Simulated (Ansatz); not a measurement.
**MgO: a vibration from a frozen displacement**

Method: DFT PBEsol, scalar-relativistic, plane waves, PAW in Ansatz 0.2.0. The runs took a 420 eV cutoff, a Γ-centred 6×6×6 mesh and Gaussian smearing (0.05 eV). No spin polarisation. Energies are free energies at this smearing, counted from the undisturbed cell; pressure is positive in compression.

Zero of the scan (as given, not relaxed at this level; it stands at -5.8 GPa):

```yaml
crystal:
  lattice:
    - [4.27030, 0.00000, 0.00000]
    - [0.00000, -4.27030, 0.00000]
    - [0.00000, 0.00000, -4.27030]
  atoms:
    - { symbol: Mg, position: [0.00000, 0.50000, 0.50000] }
    - { symbol: Mg, position: [0.50000, 0.00000, 0.50000] }
    - { symbol: Mg, position: [0.50000, 0.50000, 0.00000] }
    - { symbol: Mg, position: [0.00000, 0.00000, 0.00000] }
    - { symbol: O, position: [0.50000, 0.00000, 0.00000] }
    - { symbol: O, position: [0.00000, 0.50000, 0.00000] }
    - { symbol: O, position: [0.00000, 0.00000, 0.50000] }
    - { symbol: O, position: [0.50000, 0.50000, 0.50000] }
```

Atom 1 (Mg) is moved by x along the Cartesian unit vector (0.707, 0.707, 0.000); the cell and all other atoms stay fixed. The cell's volume is 77.87 Å³; the moved atoms weigh 24.305 u together and the others 136.911 u. Some rows repeat others by symmetry and weren't run.

```
  x (Å)  ΔE (meV/cell) total force on the moved atoms along the move (eV/Å) pressure (GPa)
-0.2000         171.75                                                1.7611         -4.7292
-0.1800         138.44                                                1.5702         -4.9256
-0.1600         108.91                                                1.3839         -5.1009
-0.1400          83.06                                                1.2017         -5.2560
-0.1200          60.81                                                1.0232         -5.3899
-0.1000          42.11                                                0.8478         -5.5030
-0.0800          26.89                                                0.6750         -5.5955
-0.0600          15.09                                                0.5044         -5.6673
-0.0400           6.70                                                0.3353         -5.7185
 0.0000           0.00                                                0.0000         -5.7594
 0.0400           6.70                                               -0.3353         -5.7185
 0.0600          15.09                                               -0.5044         -5.6673
 0.0800          26.89                                               -0.6750         -5.5955
 0.1000          42.11                                               -0.8478         -5.5030
 0.1200          60.81                                               -1.0232         -5.3899
 0.1400          83.06                                               -1.2017         -5.2560
 0.1600         108.91                                               -1.3839         -5.1009
 0.1800         138.44                                               -1.5702         -4.9256
 0.2000         171.75                                               -1.7611         -4.7292
```

What frequency belongs to this motion?

The force constant is k = −dF/dx = 8.383 eV/Å², from the parabola through x = -0.0400, 0 and 0.0400. In every cell the moved atoms swing against the rest, so the mass is μ = m₁m₂/(m₁ + m₂) = 20.641 u, and ν̃ = 521.5 cm⁻¹ × √(|k|/μ) = 332 cm⁻¹, at this cell's pressure of -5.8 GPa. The pattern needn't be a normal mode: ν̃² is then a weighted mean of the squared nonzero frequencies at the zone centre of this cell, taken without macroscopic field, so it lies between the lowest and the highest of them.

How far does the harmonic law reach?

At x = -0.200 Å, kx²/2 = 167.66 meV against the computed 171.75 meV (+2.4 %): the well is still close to harmonic there.

The pressure changes with x². What does that say about the frequency under compression?

With E = k(V)x²/2, k ∝ V^(−2γ) and x scaling with the cell as V^(1/3), P − P0 = −∂E/∂V = (2γ − 2/3) ΔE/V. At x = 0.0600 Å, V(P − P0) = 77.87 × 0.09216 / 160.2 eV = 44.79 meV and ΔE = 15.09 meV, so γ = 1/3 + V(P − P0)/(2ΔE) = 1.82. This is the Grüneisen parameter of the motion under uniform scaling of the cell: shrinking the cell evenly by 1 % in volume raises the frequency by about 1.82 %.

The Mg ion sits in a single, slightly hardening well: the restoring force grows a little faster than the displacement throughout the scan. In an ionic picture, the stiffness comes from overlap repulsion between the closed shells of Mg and O, while the long-range Coulomb forces, without a macroscopic field, partly offset it. Because the repulsion climbs steeply as the ions approach, it probably accounts for both the hardening and the Grüneisen parameter of 1.82. The positive value also implies that the stretched cell gives a lower frequency than the equilibrium volume would.

The 332 cm⁻¹ shouldn't be read as the infrared-active transverse optical mode of MgO. Moving one Mg of four in the conventional cell mixes that mode with zone-boundary phonons of the primitive cell, acoustic branches included, which are folded back to the zone centre. The cubic site makes the harmonic force constant the same in every direction, but the hardening may differ along other axes, which a scan along one line can't show.
